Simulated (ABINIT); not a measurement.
Crystal: ZrB2.

```xyz
3
Lattice="3.1700 0.0000 0.0000 -1.5850 2.7453 0.0000 0.0000 0.0000 3.5330" Properties=species:S:1:pos:R:3 pbc="T T T"
Zr    0.0000    0.0000    0.0000
B     1.5850    0.9151    1.7665
B     0.0000    1.8302    1.7665
```

Base run:

| Quantity | Value |
| --- | --- |
| Program | ABINIT 10.8.3 (patched build) |
| Functional | PBEsol |
| Potentials or basis | JTH PAW PBE v2.0 |
| Cutoff | 463 eV |
| k mesh | 10 × 10 × 8 |
| Occupations | fermi-dirac, width 0.05 eV |
| Spin | no spin polarisation |

Its results: band gap on the k mesh none (metal or under the smearing width); pressure -4.1 GPa.

**Question.** After a change of settings the same cell gave: band gap on the k mesh none (metal or under the smearing width); pressure -7.4 GPa. Which change was it?
A. functional from PBEsol to BP86
B. functional from PBEsol to HCTH407
C. functional from PBEsol to RPBE; cutoff from 463 eV to 544 eV; fine-grid cutoff from 925.187 eV to 1088.46 eV
D. potentials or basis from JTH PAW PBE v2.0 to PseudoDojo NC SR PBEsol v0.4.1 standard; cutoff from 463 eV to 1034 eV

**Answer.** B.

Caveats: the PAW data sets were made with another functional, which shifts forces and pressure a little.

Not every run made on this cell is shown here.
